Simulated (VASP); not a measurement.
# BeTe (F-43m) in VASP: a series of runs

The runs below take BeTe through relaxation of cell and atoms, relaxation of the atoms, with PBE.

Everything below comes from runs of VASP 6.6.1. Logs are shortened: lines on timing, memory, paths and dates and some standing lists are left out, and cuts for length are marked.

### Step 1. The crystal as given

It takes space group F-43m (No. 216, cubic). The conventional cell has a = 5.540 Å, b = 5.540 Å, c = 5.540 Å, α = 90.00°, β = 90.00°, γ = 90.00°. Be (site symmetry -43m) has 4 Te at 2.40 Å as nearest neighbours. Around Te (site symmetry -43m) lie 4 Be at 2.40 Å.

### Step 2. Relaxation of cell and atoms, PBE

INCAR

```
SYSTEM = BeTe
PREC = Accurate
ENCUT = 600
EDIFF = 1E-6
ISMEAR = 0
SIGMA = 0.03
LREAL = .FALSE.
LASPH = .TRUE.
NELM = 80
ALGO = Normal
ISIF = 3
LWAVE = .FALSE.
LCHARG = .FALSE.
GGA = PE
IBRION = 2
NSW = 90
EDIFFG = -0.01
```

KPOINTS

```
regular mesh
0
G
  8 8 8
  0 0 0
```

POSCAR

```
BeTe
1.0
    0.0000000000      2.7700000000      2.7700000000
    2.7700000000      0.0000000000      2.7700000000
    2.7700000000      2.7700000000      0.0000000000
Be Te
1 1
Direct
    0.0000000000      0.0000000000      0.0000000000
    0.2500000000      0.2500000000      0.2500000000
```

Potentials or basis: VASP PAW PBE potentials, release 64 (Be, Te).

The run is started by

```sh
$ cat potpaw_PBE.64/Be/POTCAR potpaw_PBE.64/Te/POTCAR > POTCAR
$ mpirun -np 1 vasp_std > vasp.out
```

OUTCAR:

```text
SYSTEM = BeTe
   PREC = Accurate
   ENCUT = 600
   EDIFF = 1E-6
   ISMEAR = 0
   LREAL = .FALSE.
   LASPH = .TRUE.
   NELM = 80
   ISIF = 3
   GGA = PE
   IBRION = 2
   NSW = 90
   EDIFFG = -0.01

 ion  position               nearest neighbor table
   1  0.000  0.000  0.000-   2 2.40   2 2.40   2 2.40   2 2.40
   2  0.250  0.250  0.250-   1 2.40   1 2.40   1 2.40   1 2.40

  LATTYP: Found a face centered cubic cell.
 ALAT       =     5.5400000000

  Lattice vectors:

 A1 = (   0.0000000000,   2.7700000000,   2.7700000000)
 A2 = (   2.7700000000,   0.0000000000,   2.7700000000)
 A3 = (   2.7700000000,   2.7700000000,   0.0000000000)

Analysis of symmetry for initial positions (statically):
=====================================================================
 Subroutine PRICEL returns:
 Original cell was already a primitive cell.

 Routine SETGRP: Setting up the symmetry group for a
 face centered cubic supercell.

 Subroutine GETGRP returns: Found 24 space group operations
 (whereof 24 operations were pure point group operations)
 out of a pool of 48 trial point group operations.

The static configuration has the point symmetry T_d .

Analysis of symmetry for dynamics (positions and initial velocities):
=====================================================================
 Subroutine PRICEL returns:
 Original cell was already a primitive cell.

 Routine SETGRP: Setting up the symmetry group for a
 face centered cubic supercell.

 Subroutine GETGRP returns: Found 24 space group operations
 (whereof 24 operations were pure point group operations)
 out of a pool of 48 trial point group operations.

The dynamic configuration has the point symmetry T_d .

 Subroutine INISYM returns: Found 24 space group operations
 (whereof 24 operations are pure point group operations),
 and found     1 'primitive' translations

----------------------------------------------------------------------------------------

                                     Primitive cell

  volume of cell :      42.5079

  direct lattice vectors                    reciprocal lattice vectors
     0.000000000  2.770000000  2.770000000    -0.180505415  0.180505415  0.180505415
     2.770000000  0.000000000  2.770000000     0.180505415 -0.180505415  0.180505415
     2.770000000  2.770000000  0.000000000     0.180505415  0.180505415 -0.180505415

  length of vectors
     3.917371568  3.917371568  3.917371568     0.312644550  0.312644550  0.312644550

  position of ions in fractional coordinates (direct lattice)
     0.000000000  0.000000000  0.000000000
     0.250000000  0.250000000  0.250000000

  ion indices of the primitive-cell ions
   primitive index   ion index
                 1           1
                 2           2

----------------------------------------------------------------------------------------

 KPOINTS: regular mesh

Automatic generation of k-mesh.
 Grid dimensions read from file:
 generate k-points for:    8    8    8

 Generating k-lattice:

  Cartesian coordinates                     Fractional coordinates (reciprocal lattice)
    -0.022563177  0.022563177  0.022563177     0.125000000  0.000000000  0.000000000
     0.022563177 -0.022563177  0.022563177     0.000000000  0.125000000  0.000000000
     0.022563177  0.022563177 -0.022563177     0.000000000  0.000000000  0.125000000

  Length of vectors
     0.039080569  0.039080569  0.039080569

  Shift w.r.t. Gamma in fractional coordinates (k-lattice)
     0.000000000  0.000000000  0.000000000

 Subroutine IBZKPT returns following result:
 ===========================================

 Found     29 irreducible k-points:

 Following reciprocal coordinates:
            Coordinates               Weight
  0.000000  0.000000  0.000000      1.000000
  0.125000  0.000000  0.000000      8.000000
  0.250000  0.000000  0.000000      8.000000
  0.375000  0.000000  0.000000      8.000000
  0.500000  0.000000  0.000000      4.000000
  0.125000  0.125000  0.000000      6.000000
[... 16 lines left out ...]
  0.500000  0.250000  0.125000     48.000000
 -0.375000  0.250000  0.125000     24.000000
 [... further k-points ...]
   k-points           NKPTS =     29   k-points in BZ     NKDIM =     29   number of bands    NBANDS=      8
   number of dos      NEDOS =    301   number of ions     NIONS =      2
   total plane-waves  NPLWV =  32768
   dimension x,y,z NGX =    32 NGY =   32 NGZ =   32
   dimension x,y,z NGXF=    64 NGYF=   64 NGZF=   64
   ions per type =               1   1
   NGX,Y,Z   is equivalent  to a cutoff of  13.58, 13.58, 13.58 a.u.
   NGXF,Y,Z  is equivalent  to a cutoff of  27.16, 27.16, 27.16 a.u.
 SYSTEM =  BeTe
   PREC   = accura    normal or accurate (medium, high low for compatibility)
   ISTART =      0    job   : 0-new  1-cont  2-samecut
   ICHARG =      2    charge: 1-file 2-atom 10-const
   ISPIN  =      1    spin polarized calculation?
   LNONCOLLINEAR =      F non collinear calculations
   LSORBIT =      F    spin-orbit coupling
   LASPH  =      T    aspherical Exc in radial PAW
   ENCUT  =  600.0 eV  44.10 Ry    6.64 a.u.   7.82  7.82  7.82*2*pi/ulx,y,z
   NELM   =     80;   NELMIN=  2; NELMDL= -5     # of ELM steps
   EDIFF  = 0.1E-05   stopping-criterion for ELM
   LREAL  =      F    real-space projection
   EDIFFG = -.1E-01   stopping-criterion for IOM
   NSW    =     90    number of steps for IOM
   IBRION =      2    ionic relax: 0-MD 1-quasi-New 2-CG
   NFREE  =      1    steps in history (QN), initial steepest desc. (CG)
   ISIF   =      3    stress and relaxation
   ISYM   =      2    0-nonsym 1-usesym 2-fastsym
   POTIM  = 0.5000    time-step for ionic-motion
   TEBEG  =    0.0;   TEEND  =   0.0 temperature during run
   PSTRESS=    0.0 pullay stress
   NELECT =       8.0000    total number of electrons
   NUPDOWN=      -1.0000    fix difference up-down
   EMIN   =  10.00;   EMAX   =-10.00  energy-range for DOS
   EFERMI =   0.00;   METHOD = LEGACY
   ISMEAR =     0;   SIGMA  =   0.03  broadening in eV -4-tet -1-fermi 0-gaus
   EFERMI_NEDOS =   21; number of points for ismear=-14 and -15
   IALGO  =     38    algorithm
   IMIX   =      4    mixing-type and parameters
     AMIX     =   0.40;   BMIX     =  1.00
     AMIX_MAG =   1.60;   BMIX_MAG =  1.00
  volume/ion in A,a.u.               =      21.25       143.43
  Fermi-wavevector in a.u.,A,eV,Ry     =   0.938170  1.772885 11.975354  0.880164
  Thomas-Fermi vector in A             =   2.065355
   LORBIT       =      0    0 simple, 1 ext, 2 COOP (PROOUT), +10 PAW based schemes
   GGA     = PE    functional components
   LHFCALC =     F    Hartree Fock is set to
   AEXX    =    0.0000 exact exchange contribution
   IVDW    =     0    specifies the selected vdW correction
   LEPSILON=     F    determine dielectric tensor
   LRPA    =     F    only Hartree local field effects (RPA)
 conjugate gradient relaxation of ions
 non-spin polarized calculation
 Gauss-broadening in eV      SIGMA  =   0.03
  energy-cutoff  :      600.00
  volume of cell :       42.51
 maximum number of plane-waves:      1433
   NGX = 15   NGY = 15   NGZ = 15

--------------------------------------- Ionic step        1  -------------------------------------------

 number of electron       8.0000000 magnetization

 Free energy of the ion-electron system (eV)
  ---------------------------------------------------
  ext. energy  EPLUGINS =         0.00000000
  ---------------------------------------------------
  free energy    TOTEN  =        -7.58482010 eV

  energy without entropy =       -7.58482010  energy(sigma->0) =       -7.58482010

------------------------ aborting loop because EDIFF is reached ----------------------------------------

  FORCE on cell =-STRESS in cart. coord.  units (eV):
  Direction    XX          YY          ZZ          XY          YZ          ZX
  --------------------------------------------------------------------------------------
  -------------------------------------------------------------------------------------
  Total        1.1816928      1.1816928      1.1816928     -0.0000000      0.0000000     -0.0000000
  in kB       44.5395550     44.5395550     44.5395550     -0.0000000      0.0000000     -0.0000000
  external PRESSURE =      44.5395550 kB  Pullay stress =       0.0000000 kB
[... 57 lines left out ...]
  energy  without entropy=       -7.6225035622  energy(sigma->0) =       -7.62250356

--------------------------------------- Ionic step        3  -------------------------------------------

 number of electron       8.0000000 magnetization

 Free energy of the ion-electron system (eV)
  ---------------------------------------------------
  ext. energy  EPLUGINS =         0.00000000
  ---------------------------------------------------
  free energy    TOTEN  =        -7.62445317 eV

  energy without entropy =       -7.62445317  energy(sigma->0) =       -7.62445317

 E-fermi :   5.0311     XC(G=0):  -8.9799

 val. band max:        4.8845441082   @ k =   0.0000   0.0000   0.0000
 cond. band min:       6.9045578773   @ k =   0.5000   0.5000   0.0000
 fundamental gap:      2.0200137691
 Fermi energy:         5.0310537108

 k-point     1 :       0.0000    0.0000    0.0000
  band No.  band energies     occupation
      1      -7.2880      2.00000
      2       4.8845      2.00000
      3       4.8845      2.00000
      4       4.8845      2.00000
      5       8.5096      0.00000
      6       8.5096      0.00000
      7       8.5096      0.00000
      8       8.5675      0.00000
[... 243 lines left out ...]
 k-point    24 :      -0.3750    0.2500    0.1250
  band No.  band energies     occupation
      1      -5.7592      2.00000
      2      -0.1250      2.00000
      3       2.0568      2.00000
      4       3.0345      2.00000
      5       9.0653      0.00000
      6       9.2740      0.00000
      7      11.4913      0.00000
      8      12.5732      0.00000

 [... further k-points ...]

------------------------ aborting loop because EDIFF is reached ----------------------------------------

  FORCE on cell =-STRESS in cart. coord.  units (eV):
  Direction    XX          YY          ZZ          XY          YZ          ZX
  --------------------------------------------------------------------------------------
  -------------------------------------------------------------------------------------
  Total        0.0015154      0.0015154      0.0015154     -0.0000000     -0.0000000     -0.0000000
  in kB        0.0533361      0.0533361      0.0533361     -0.0000000     -0.0000000     -0.0000000
  external PRESSURE =       0.0533361 kB  Pullay stress =       0.0000000 kB
[... 17 lines left out ...]
  FREE ENERGIE OF THE ION-ELECTRON SYSTEM (eV)
  ---------------------------------------------------
  free  energy   TOTEN  =        -7.6244531716 eV

  energy  without entropy=       -7.6244531716  energy(sigma->0) =       -7.62445317

 reached required accuracy - stopping structural energy minimisation
```

It took 24 s on 1 thread of Intel Xeon Platinum 8375C at 2.90GHz (Ice Lake), shared host; peak memory 0.19 GiB.

What came out:

```
Free energy                            : -7.6245 eV
Relaxed volume                         : 22.76 Å³/atom
Relaxed cell                           : a = 4.008 Å, b = 4.008 Å, c = 4.008 Å, α = 60.00°, β = 60.00°, γ = 60.00°
Space group after relaxing (to 0.05 Å) : F-43m (No. 216)
Energy gained by relaxing              : 19.8 meV/atom
Ionic steps                            : 3
Pressure after relaxing                : 0.0 GPa
Band gap on the k mesh                 : 2.02 eV, indirect (least direct gap 3.63 eV)
```

Step by step:
```tsv
step	energy change (eV)	largest force (eV/Å)	pressure (GPa)	volume (Å³)
1	0.0000	0.0000	4.45	42.51
2	-0.0377	0.0000	-0.85	46.25
3	-0.0396	0.0000	0.01	45.52
```

Final structure:
```cif
data_structure
_symmetry_space_group_name_H-M 'P 1'
_symmetry_Int_Tables_number 1
_cell_length_a 4.0079
_cell_length_b 4.0079
_cell_length_c 4.0079
_cell_angle_alpha 60.000
_cell_angle_beta 60.000
_cell_angle_gamma 60.000
_cell_volume 45.52
loop_
_atom_site_label
_atom_site_type_symbol
_atom_site_fract_x
_atom_site_fract_y
_atom_site_fract_z
_atom_site_occupancy
Be1 Be 0.00000 0.00000 0.00000 1
Te1 Te 0.25000 0.25000 0.25000 1
```

Caveat: spin-orbit coupling is left out, which moves the levels of the heavy elements. A k mesh can miss the band edges.

### Step 3. Relaxation of cell and atoms, PBE

This run uses another cell than the first one, of 22.76 Å³/atom, 1.071 times its volume.

Changes to INCAR since step 2:

```diff
@@ -3,3 +3,3 @@
 ENCUT = 600
-EDIFF = 1E-6
+EDIFF = 1E-7
 ISMEAR = 0
@@ -16,2 +16,2 @@
 NSW = 90
-EDIFFG = -0.01
+EDIFFG = -0.005
```

KPOINTS is that of step 2.

POSCAR

```
BeTe                                    
1.0
    0.0000000000      2.8339897376      2.8339897376
    2.8339897376     -0.0000000000      2.8339897376
    2.8339897376      2.8339897376     -0.0000000000
  Be              Te            
     1     1
Direct
     0.0000000000000000    0.0000000000000000    0.0000000000000000
     0.2500000000000000    0.2500000000000000    0.2500000000000000
```

Potentials or basis: VASP PAW PBE potentials, release 64 (Be, Te).

The run is started by

```sh
$ cat potpaw_PBE.64/Be/POTCAR potpaw_PBE.64/Te/POTCAR > POTCAR
$ mpirun -np 1 vasp_std > vasp.out
```

Wall time 12 s (1 thread of Intel Xeon Platinum 8375C at 2.90GHz (Ice Lake), shared host); peak memory 0.18 GiB.

The run converged. Its results:

- Free energy: -7.6245 eV
- Pressure after relaxing: 0.0 GPa
- Band gap on the k mesh: 2.02 eV, indirect (least direct gap 3.63 eV)

Final structure:
```
Be Te
1.0
     0.00000    2.83399    2.83399
     2.83399    0.00000    2.83399
     2.83399    2.83399    0.00000
Be Te
1 1
Direct
  0.00000 0.00000 0.00000
  0.25000 0.25000 0.25000
```

Levels at points of the mesh, in eV from the valence-band top:
```
           k point  band 1  band 2  band 3  band 4  band 5  band 6  band 7  band 8
(0.00, 0.00, 0.00)  -12.17    0.00    0.00    0.00    3.63    3.63    3.63    3.68
(0.50, 0.00, 0.00)  -10.88   -5.42   -1.10   -1.10    3.03    4.60    4.60    7.82
(0.50, 0.50, 0.00)  -10.40   -5.01   -2.57   -2.57    2.02    2.69    9.58    9.58
```

Caveat: the relaxation stopped at its first step, so nothing moved; spin-orbit coupling is left out, which moves the levels of the heavy elements.

### Step 4. Relaxation of the atoms, PBE (a relaxed cell with its volume scaled by 0.94)

Changes to INCAR since step 3:

```diff
@@ -10,3 +10,3 @@
 ALGO = Normal
-ISIF = 3
+ISIF = 2
 LWAVE = .FALSE.
@@ -15,3 +15,3 @@
 IBRION = 2
-NSW = 90
-EDIFFG = -0.005
+NSW = 40
+EDIFFG = -0.01
```

KPOINTS is that of step 3.

POSCAR

```
BeTe                                    
1.0
    0.0000000000      2.7761369792      2.7761369792
    2.7761369792      0.0000000000      2.7761369792
    2.7761369792      2.7761369792      0.0000000000
  Be              Te            
     1     1
Direct
     0.0000000000000000    0.0000000000000000    0.0000000000000000
     0.2500000000000000    0.2500000000000000    0.2500000000000000
```

The run is started by

```sh
$ cat potpaw_PBE.64/Be/POTCAR potpaw_PBE.64/Te/POTCAR > POTCAR
$ mpirun -np 1 vasp_std > vasp.out
```

Wall time 11 s (1 thread of Intel Xeon Platinum 8375C at 2.90GHz (Ice Lake), shared host); peak memory 0.18 GiB.

The run converged. Its results:

| Quantity | Value |
| --- | --- |
| Free energy | -7.5923 eV |
| Pressure after relaxing | 4.0 GPa |
| Band gap on the k mesh | 1.86 eV, indirect (least direct gap 3.57 eV) |

Final structure:
```
Be Te
1.0
     0.00000    2.77614    2.77614
     2.77614    0.00000    2.77614
     2.77614    2.77614    0.00000
Be Te
1 1
Direct
  0.00000 0.00000 0.00000
  0.25000 0.25000 0.25000
```

Levels at points of the mesh, in eV from the valence-band top:
| k point | band 1 | band 2 | band 3 | band 4 | band 5 | band 6 | band 7 | band 8 |
| --- | --- | --- | --- | --- | --- | --- | --- | --- |
| (0.00, 0.00, 0.00) | -12.59 | 0.00 | 0.00 | 0.00 | 3.57 | 3.57 | 3.57 | 4.14 |
| (0.50, 0.00, 0.00) | -11.13 | -5.82 | -1.21 | -1.21 | 3.19 | 4.57 | 4.57 | 7.80 |
| (0.50, 0.50, 0.00) | -10.60 | -5.35 | -2.81 | -2.81 | 1.86 | 2.60 | 9.98 | 9.98 |

Caveat: the relaxation stopped at its first step, so nothing moved; spin-orbit coupling is left out, which moves the levels of the heavy elements. A k mesh can miss the band edges.

(Part 1 of 2 ends here.)
